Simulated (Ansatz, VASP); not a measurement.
**Two plane-wave programs on Sb**

```
CELL_PARAMETERS angstrom
2.15060 1.24165 3.74400
-2.15060 1.24165 3.74400
0.00000 -2.48330 3.74400
ATOMIC_POSITIONS crystal
Sb 0.23364 0.23364 0.23364
Sb 0.76636 0.76636 0.76636
```

Alike in both runs: task single point; functional LDA; k mesh 15 × 15 × 15; occupations gaussian, width 0.15 eV; no spin polarisation.

|  | VASP | Ansatz |
| --- | --- | --- |
| version | VASP 6.6.1 | Ansatz 0.2.0 |
| potentials or method | VASP PAW LDA potentials, release 64 (Sb) | scalar-relativistic, plane waves, PAW |
| plane-wave cutoff (eV) | 520 | 420 |
| valence electrons in the cell | 10 | 30 |

```tsv
	VASP	Ansatz	Ansatz less VASP
gap on the k mesh at the Fermi level (eV)	none	none	-
pressure (GPa)	-0.6	-0.8	-0.28
largest component of the traceless stress (GPa)	0.31	0.23	-0.075
rms of the force components (eV/Å)	0.088	0.047	-0.0405
```

Atom by atom the forces differ by 0.040 eV/Å (rms over components). A gap of «none» marks a metal or a gap that the smearing closes. The two sets of potentials don't hold the same shells in valence.

The runs have no spin-orbit coupling, so splittings on Sb are missing.
